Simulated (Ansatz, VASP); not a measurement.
# One calculation of MgS, two programs

Contents of INCAR:

```
ALGO = Normal
EDIFF = 1E-6
ENCUT = 520
GGA = PE
ISIF = 2
ISMEAR = -1
LASPH = T
LCHARG = F
LREAL = F
LWAVE = F
NBANDS = 11
NELM = 100
PREC = Accurate
SIGMA = 0.02
```

KPOINTS

```
k-points
0
Gamma
  8 8 8
```

File POSCAR:

```
MgS
1.0
    0.0000000000      2.7176417676      2.9750086881
    2.7176417676      0.0000000000      2.9750086881
    2.7176417676      2.7176417676      0.0000000000
Mg S
1 1
Direct
    0.0000000000      0.0000000000      0.0000000000
    0.2500000000      0.2500000000      0.2500000000
```

Input for Ansatz:

```yaml
crystal:
  lattice:
    - [0.0, 2.7176417676, 2.9750086881]
    - [2.7176417676, 0.0, 2.9750086881]
    - [2.7176417676, 2.7176417676, 0.0]
  atoms:
    - { symbol: Mg, position: [0.0, 0.0, 0.0] }
    - { symbol: S, position: [0.25, 0.25, 0.25] }
kpoints:
  mp_grid: { grid: [8, 8, 8] }
  band_path:
    path:
      - [0.0, 0.0, 0.0]
      - [-0.5, -0.5, 0.0]
      - [-0.375, -0.375, 0.25]
      - [-0.375, 0.0, 0.375]
      - [0.0, 0.0, 0.5]
      - [-0.5, -0.25, 0.25]
      - [0.09375, 0.09375, 0.1875]
    npoints: 1
hamiltonian:
  xc: pbe
scf:
  occupations: { method: fermi_dirac, width: 0.02 }
  n_extra_bands: 4
output:
  forces: true
  stress: true
  eigenvalues: true
  write_density: true
  write_potential: true
  elf: true
  volumetric_format: npy
```

Change from the starting cell: epitaxial_xy strain -4.0%.

Alike in both runs: task single point; functional PBE; k mesh 8 × 8 × 8; occupations fermi-dirac, width 0.02 eV; no spin polarisation.

|  | VASP | Ansatz |
| --- | --- | --- |
| version | VASP 6.6.1 | Ansatz 0.2.0 |
| potentials or method | VASP PAW PBE potentials, release 64 (Mg, S) | plane waves, PAW |
| plane-wave cutoff (eV) | 520 | 420 |
| valence electrons in the cell | 8 | 16 |

```tsv
	VASP	Ansatz	Ansatz less VASP
gap on the k mesh at the Fermi level (eV)	3.47	3.48	+0.007
pressure (GPa)	2.7	2.9	+0.15
largest component of the traceless stress (GPa)	1.59	1.57	-0.014
```

The two sets of potentials don't hold the same shells in valence.

A k mesh can miss the band edges.
